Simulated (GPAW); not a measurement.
# InP3 (R-3m) in GPAW: equation of state with LDA

Aim: the equation of state of InP3 with LDA.

All numbers are computed with GPAW 26.7.0; they aren't measurements. Logs are shortened: lines on timing, memory, paths and dates and some standing lists are left out, and cuts for length are marked. The log counts tension as positive stress, the text compression.

**1. Starting point**

The structure is trigonal, space group R-3m (No. 166). The conventional cell has a = 7.449 Å, b = 7.449 Å, c = 9.885 Å, α = 90.00°, β = 90.00°, γ = 120.00°. In (site symmetry 3m) is surrounded by 6 P at 2.64 to 2.90 Å. P (site symmetry m) is surrounded by 2 P at 2.20 Å.

**2. Equation of state, LDA**

Contents of run.py:

```python
from ase import Atoms
from ase.eos import EquationOfState
from ase.io import Trajectory
from ase.units import GPa
from gpaw import GPAW, PW

atoms = Atoms(['In', 'In', 'P', 'P', 'P', 'P', 'P', 'P'],
              cell=[[3.7245, 2.1503410776, 3.295],
                    [-3.7245, 2.1503410776, 3.295],
                    [0.0, -4.3006821552, 3.295]],
              scaled_positions=[[0.7245, 0.7245, 0.7245],
                                [0.2755, 0.2755, 0.2755],
                                [0.2037, 0.2037, 0.7586],
                                [0.7586, 0.2037, 0.2037],
                                [0.2037, 0.7586, 0.2037],
                                [0.2414, 0.7963, 0.7963],
                                [0.7963, 0.7963, 0.2414],
                                [0.7963, 0.2414, 0.7963]],
              pbc=True)

traj = Trajectory('eos.traj', 'w')
volumes, energies = [], []
for x in [0.94, 0.96, 0.98, 1.0, 1.02, 1.04, 1.06]:
    a = atoms.copy()
    a.set_cell(atoms.cell * x**(1 / 3), scale_atoms=True)
    calc = GPAW(mode=PW(600),
                xc='LDA',
                kpts={'size': (4, 4, 4), 'gamma': True},
                occupations={'name': 'fermi-dirac', 'width': 0.05},
                nbands=47,
                convergence={'density': 1e-05, 'energy': 1e-05},
                maxiter=150,
                txt=f'eos-{x:.2f}.txt')
    a.calc = calc
    energies.append(a.get_potential_energy(force_consistent=True))
    volumes.append(a.get_volume())
    p = -a.get_stress()[:3].mean() / GPa
    calc.write(f'eos-{x:.2f}.gpw')
    traj.write(a)
    print(f'{x:.2f} {volumes[-1]:10.4f} A^3 {energies[-1]:14.6f} eV {p:9.3f} GPa', flush=True)

v0, e0, B = EquationOfState(volumes, energies, eos='birchmurnaghan').fit()
print(f'V0 = {v0:.4f} A^3, E0 = {e0:.6f} eV, B0 = {B / GPa:.2f} GPa')
```

Potentials or basis: the program's PAW data sets (release 1.2.1) made for this functional, pw.

Launch:

```console
> OMP_NUM_THREADS=1 python run.py
```

The program printed:

```text
__  _  _
 | _ |_)|_||  |
 |__||  | ||/\| - 26.7.0

Input parameters:
  mode=PW(ecut=600.0),
  convergence={'density': 1e-05, 'energy': 1e-05},
  kpts=MonkhorstPack(size=(4, 4, 4), gamma=True),
  maxiter=150,
  nbands=47,
  occupations=Occupations(name='fermi-dirac', width=0.05),
  xc=XC(name='LDA')

Diagonalizing LCAO Hamiltonian
Converting LCAO to pw mode

             InP

        P         P
         P         P

            PIn

Atoms  # Å, Bohr magnetons
|   | symbol |         x |         y |        z |    initial magnetic moments |
|---|--------|-----------|-----------|----------|-----------------------------|
| 0 |     In |  0.000000 |  0.000000 | 7.015485 | ( 0.0000,  0.0000,  0.0000) |
| 1 |     In | -0.000000 |  0.000000 | 2.667724 | ( 0.0000,  0.0000,  0.0000) |
| 2 |      P |  0.000000 | -2.337732 | 3.763540 | ( 0.0000,  0.0000,  0.0000) |
| 3 |      P |  2.024535 |  1.168866 | 3.763540 | ( 0.0000,  0.0000,  0.0000) |
| 4 |      P | -2.024535 |  1.168866 | 3.763540 | ( 0.0000,  0.0000,  0.0000) |
| 5 |      P | -2.024535 | -1.168866 | 5.919668 | ( 0.0000,  0.0000,  0.0000) |
| 6 |      P | -0.000000 |  2.337732 | 5.919668 | ( 0.0000,  0.0000,  0.0000) |
| 7 |      P |  2.024535 | -1.168866 | 5.919668 | ( 0.0000,  0.0000,  0.0000) |

Unit cell  # Å
| periodic |         x |         y |        z |  lengths |    angles |
|----------|-----------|-----------|----------|----------|-----------|
|      yes |  3.648468 |  2.106444 | 3.227736 | 5.307232 | 86.857537 |
|      yes | -3.648468 |  2.106444 | 3.227736 | 5.307232 | 86.857537 |
|      yes |  0.000000 | -4.212888 | 3.227736 | 5.307232 | 86.857537 |

Number of symmetries: 12
Symmetry operations  # r_c * U_cc + t_c -> r_c
|    | kind |            matrix            |
|----|------|------------------------------|
|  0 |  E   |  1, 0, 0,  0, 1, 0,  0, 0, 1 |
|  1 |  σ   |  1, 0, 0,  0, 0, 1,  0, 1, 0 |
|  2 |  σ   |  0, 1, 0,  1, 0, 0,  0, 0, 1 |
|  3 |  C3  |  0, 1, 0,  0, 0, 1,  1, 0, 0 |
|  4 |  C3  |  0, 0, 1,  1, 0, 0,  0, 1, 0 |
|  5 |  σ   |  0, 0, 1,  0, 1, 0,  1, 0, 0 |
|  6 |  C2  |  0, 0,-1,  0,-1, 0, -1, 0, 0 |
|  7 |  S6  |  0, 0,-1, -1, 0, 0,  0,-1, 0 |
|  8 |  S6  |  0,-1, 0,  0, 0,-1, -1, 0, 0 |
|  9 |  C2  |  0,-1, 0, -1, 0, 0,  0, 0,-1 |
| 10 |  C2  | -1, 0, 0,  0, 0,-1,  0,-1, 0 |
| 11 |  i   | -1, 0, 0,  0,-1, 0,  0, 0,-1 |

BZ-sampling:
  Number of BZ points: 64
  Number of IBZ points: 13

  Monkhorst-Pack size: [4, 4, 4]
  Monkhorst-Pack shift: [0.125, 0.125, 0.125]

K-points  # in reciprocal-cell coordinates
|     |                                coordinates |     weight |
|-----|--------------------------------------------|------------|
|   0 | (  0.00000000,   0.00000000,   0.00000000) | 0.01562500 |
|   1 | (  0.25000000,   0.00000000,  -0.25000000) | 0.09375000 |
|   2 | (  0.25000000,   0.00000000,   0.00000000) | 0.09375000 |
|   3 | (  0.25000000,   0.25000000,  -0.25000000) | 0.09375000 |
|   4 | (  0.25000000,   0.25000000,   0.00000000) | 0.09375000 |
|   5 | (  0.25000000,   0.25000000,   0.25000000) | 0.03125000 |
|   6 | (  0.50000000,   0.00000000,   0.00000000) | 0.04687500 |
|   7 | (  0.50000000,   0.25000000,  -0.25000000) | 0.09375000 |
|   8 | (  0.50000000,   0.25000000,   0.00000000) | 0.18750000 |
|   9 | (  0.50000000,   0.25000000,   0.25000000) | 0.09375000 |
| ... |                                            |            |
|  12 | (  0.50000000,   0.50000000,   0.50000000) | 0.01562500 |

Plane wave coefficients: 4986
Cutoff: 600.0 eV

Spin-components: 1 (collinear spins)
Bands:           47
Projectors:      42
Spin-degeneracy: 2
Datatype:        complex128

Parallelization:
  kpt:    1
  domain: 1
  band:   1

Density:
  Valence electrons: 56.0
  Components: 1
  Grid points: [30 30 30]
  Charge: 0.0  # |e|

Potential:
  Grid points: [30 30 30]

species:
  In:
    name:    Indium
    Z:       49.0
    valence: 13
    core:    36
    charge:  0.0  # [|e|]
    compensation charges:
      type: gauss
      rc: 0.36  # [Å]
      lmax: 2
    cutoffs:
      filter: 2.09  # [Å]
      core: 2.48  # [Å]
    projectors
    | kind |    occ | energy [eV] | rcut [Å] |
    |------|--------|-------------|----------|
    |   5s |  2.000 |      -8.474 |    1.185 |
    |   5p |  1.000 |      -2.700 |    1.244 |
    |   4d | 10.000 |     -18.723 |    1.148 |
    |    s |        |      18.738 |    1.185 |
    |    p |        |      24.512 |    1.244 |
    |    d |        |       8.489 |    1.148 |

    Using partial waves for In as LCAO basis

  P:
    name:    Phosphorus
    Z:       15.0
    valence: 5
    core:    10
    charge:  0.0  # [|e|]
    compensation charges:
      type: gauss
      rc: 0.30  # [Å]
      lmax: 2
    cutoffs:
      filter: 1.69  # [Å]
      core: 1.81  # [Å]
    projectors
    | kind |    occ | energy [eV] | rcut [Å] |
    |------|--------|-------------|----------|
    |   3s |  2.000 |     -14.015 |    0.953 |
    |   3p |  3.000 |      -5.596 |    0.953 |
    |    s |        |      13.197 |    0.953 |
    |    p |        |      21.615 |    0.953 |
    |    d |        |       0.000 |    0.953 |

    Using partial waves for P as LCAO basis

Reference energy: -375304.215688  # eV

eigensolver:
  PPCG
  Converge bands: occupied
  niter=2

density mixing:
  MSR1-Mixer
  Pratt-step length: 0.05
  Maximum mixing coefficient: 0.75
  Old densities: 10
  SVD Regularization: 0.005
  Good broyden scale: 1.0
  Trust region scale: 1.0
  Backstep threshold: 4.0
  History deletion threshold: 6.0
  Fourier metric: weight=20.0, sigma=0.015

occupation numbers:
  Fermi-Dirac:
    width: 0.0500  # eV

poisson solver:
  ecut: 4800.0  # eV

xc functional:
  name: None

convergence criteria:
- Maximum integral of absolute [dens]ity change: 1e-05 electrons / valence electron
- Maximum [total energy] change in last 3 cyles: 1e-05 eV / valence electron
- Maximum integral of absolute [eigenst]ate change: 4e-08 eV^2 / valence electron
maximum number of iterations: 150

SCF iterations
|iter     | |      energy | eigst |  dens |
|---------|-|-------------|-------|-------|
|iter:   1| |  -44.229867 | +0.42 |       |
|iter:   2| |  -44.310528 | -1.48 | -1.13 |
|iter:   3| |  -44.422413 | -1.30 | -1.17 |
|iter:   4| |  -43.682166 | -1.53 | -1.34 |
|iter:   5| |  -43.658212 | -3.17 | -1.69 |
|iter:   6| |  -43.655481 | -3.96 | -2.20 |
|iter:   7| |  -43.655503 | -5.47 | -3.08 |
|iter:   8| |  -43.655494c| -6.63 | -3.59 |
|iter:   9| |  -43.655498c| -7.91c| -4.35 |
|iter:  10| |  -43.655499c| -8.42c| -5.10c|

Converged in 10 steps
Energy contributions relative to reference atoms: (reference = -375304.215688)

Energy contributions:
  Kinetic:          82.020999
  Coulomb:         -71.330486
  Zero:              0.056370
  External:          0.000000
  Xc:              -54.397327
  Entropy:          -0.010108
  Spinorbit:         0.000000
  ----------------------------
  Free energy:     -43.660553
  Extrapolated:    -43.655499

dipole moment: (0.000000, -0.000000, 0.000019)  # |e|*Ang

Fermi level: 7.331
Eigenvalues  # (at kpt = [0.000, 0.000, 0.000])
| band index |      eig [eV] | occ [0-2] |
|------------|---------------|-----------|
|          0 |        -7.597 |     2.000 |
|        ... |               |           |
|         22 |         3.767 |     2.000 |
|         23 |         4.765 |     2.000 |
|         24 |         4.765 |     2.000 |
|         25 |         4.999 |     2.000 |
|         26 |         6.407 |     2.000 |
|         27 |         6.407 |     2.000 |
[... 8 lines left out ...]
|         36 |        13.735 |     0.000 |
|         37 |        14.349 |     0.000 |
|        ... |               |           |
|         46 |        18.086 |     0.000 |

No gap
No difference between direct/indirect transitions

Stress tensor  # eV/Ang^3
|         x |         y |         z |
|-----------|-----------|-----------|
| -0.026815 | -0.000000 | -0.000000 |
| -0.000000 | -0.026815 |  0.000000 |
| -0.000000 |  0.000000 | -0.019405 |

# Writing to eos-0.94.gpw (mode='')
```

It took 10 min on 1 thread of Arm Neoverse N1, shared host; peak memory 0.52 GiB.

Results:

```
Equilibrium volume                        : 19.37 Å³/atom
Bulk modulus at fixed shape and positions : 89 GPa
Pressure derivative of the bulk modulus   : 4.6
```

Energy against volume, from the lowest point:
| volume (Å³/atom) | energy (meV/atom) |
| --- | --- |
| 18.605 | 9.07 |
| 19.000 | 2.02 |
| 19.396 | 0.00 |
| 19.792 | 2.46 |
| 20.188 | 8.93 |
| 20.584 | 18.97 |
| 20.980 | 32.19 |

Caveat: the cell was scaled at fixed shape and fractional positions, which overstates the stiffness of a crystal with free parameters, most of all of layers and chains.
